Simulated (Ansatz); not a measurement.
Runs of Ansatz 0.2.0 on CaO. The structure is cubic, space group Fm-3m (No. 225). Conventional cell: a = 4.807 Å, b = 4.807 Å, c = 4.807 Å, α = 90.00°, β = 90.00°, γ = 90.00°. Ca (site symmetry m-3m) is surrounded by 6 O at 2.40 Å. O (site symmetry m-3m) has 6 Ca at 2.40 Å as nearest neighbours. The cell is a database's computed one.

```tsv
task	level	potentials or basis	cell	k mesh	cutoff (eV)	smearing	basis error allowed	mesh quality	gap on the mesh (eV)	pressure (GPa)	relaxed volume (Å³/atom)
relaxation of cell and atoms	BLYP+D3(BJ)	all-electron LAPW, scalar-relativistic	relaxed	10 × 10 × 10	-	fermi-dirac 0.05 eV	0.001 eV/atom	not flagged	(a)	0.0	(b)
band structure	revPBE	all-electron LAPW, scalar-relativistic	as given	10 × 10 × 10	246	fermi-dirac 0.05 eV	0.001 eV/atom	not flagged	3.73	4.4	-
relaxation of cell and atoms	RPBE+D3(BJ)	all-electron LAPW, scalar-relativistic	relaxed	10 × 10 × 10	-	fermi-dirac 0.05 eV	0.001 eV/atom	not flagged	3.67	0.0	12.00
relaxation of cell and atoms	BLYP+D4	all-electron LAPW, scalar-relativistic	relaxed	10 × 10 × 10	-	fermi-dirac 0.05 eV	0.001 eV/atom	not flagged	3.75	0.0	13.93
Born charges and dielectric tensor	PBEsol	all-electron PAW datasets made for the crystal	as given	10 × 10 × 10	340	fixed	-	not flagged	3.55	-	-
relaxation of cell and atoms	PBE	all-electron LAPW, scalar-relativistic	relaxed	10 × 10 × 10	-	fermi-dirac 0.05 eV	0.001 eV/atom	not flagged	3.66	0.0	(c)
relaxation of cell and atoms	PBEsol	all-electron LAPW, scalar-relativistic	relaxed	10 × 10 × 10	-	fermi-dirac 0.05 eV	0.001 eV/atom	not flagged	3.54	0.0	13.55
phonons	LDA	all-electron LAPW, scalar-relativistic	as given	7 × 7 × 7	261	fermi-dirac 0.05 eV	0.001 eV/atom	not flagged	3.58	-	-
single point	PBE	all-electron PAW datasets made for the crystal	as given	8 × 8 × 8	300	fermi-dirac 0.05 eV	-	not flagged	3.65	1.6	-
single point	PBE0	all-electron PAW datasets made for the crystal	as given	8 × 8 × 8	340	fermi-dirac 0.05 eV	-	not flagged	(d)	-	-
relaxation of cell and atoms	PBE+D3(BJ)	all-electron LAPW, scalar-relativistic	relaxed	10 × 10 × 10	-	fermi-dirac 0.05 eV	0.001 eV/atom	not flagged	3.65	0.0	13.68
single point	PBE	all-electron LAPW, scalar-relativistic	as given	5 × 5 × 5	216	fermi-dirac 0.02 eV	0.003 eV/atom	coarse	3.83	1.6	-
```

Alike in all rows: no spin polarisation.

Q: Fill in the values left out.

A: (a) 3.74; (b) 13.51; (c) 14.09; (d) 6.05.

Caveats: some runs use coarse meshes; an odd mesh through Γ misses points on the zone boundary, where band edges often lie (some runs); the program warned that the printed levels may be off, so bands, gaps and densities of states are rough (some runs).

Not every run made on this cell is shown here.
